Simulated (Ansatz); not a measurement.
**HgTe: levels along high-symmetry lines**

```
CELL_PARAMETERS angstrom
0.00000 2.92150 2.92150
2.92150 0.00000 2.92150
2.92150 2.92150 0.00000
ATOMIC_POSITIONS crystal
Hg 0.00000 0.00000 0.00000
Te 0.50000 0.50000 0.50000
```

Atom numbers follow the list: Hg1, Te2.

The cell is COD entry 1538296, as deposited and not checked against the literature; nothing was relaxed.

No spin–orbit coupling, which matters for the heavy atoms here.

Computed with Ansatz 0.2.0, DFT, LDA, all-electron LAPW, scalar-relativistic.

Numerical set-up: a Γ-centred 10×10×10 k mesh, Fermi–Dirac smearing of 0.08 eV, basis error target 1 meV/atom, no spin polarisation.

Points in fractions of the reciprocal vectors of this cell: Γ (0, 0, 0), X (0.5, 0, 0.5), U (0.625, 0.25, 0.625), K (0.375, 0.375, 0.75), L (0.5, 0.5, 0.5), W (0.5, 0.25, 0.75). The path joins them by straight lines in the order Γ–X–U–K–Γ–L–W–X; legs that retrace an earlier one aren't tabulated. Energies are in eV from the Fermi level.

(1) Is there a gap?

(2) List the levels between -20 and 7 eV at the symmetry points.

## Answers

(1) none: bands cross the Fermi level, a metal.

(2) 
Γ: -13.09, -7.21 (×2), -7.15 (×3), -0.93 (×3), -0.53
X: -11.76, -7.35, -7.07, -6.80 (×2), -5.98, -5.18, -3.02, -2.82 (×2), 4.70
U: -11.57, -7.38, -7.37, -7.05, -6.85, -6.35, -5.25, -4.42, -1.80, -0.02, 5.63
K: -11.57, -7.38, -7.37, -7.05, -6.85, -6.35, -5.25, -4.42, -1.80, -0.02, 5.63
L: -11.45, -8.02, -7.69 (×2), -6.91 (×2), -6.06, 0.44 (×2), 2.38, 3.74 (×2), 4.28
W: -11.53, -7.54, -7.20 (×2), -6.80, -6.14, -4.91, -3.96 (×2), 2.16, 4.76, 6.82 (×2)
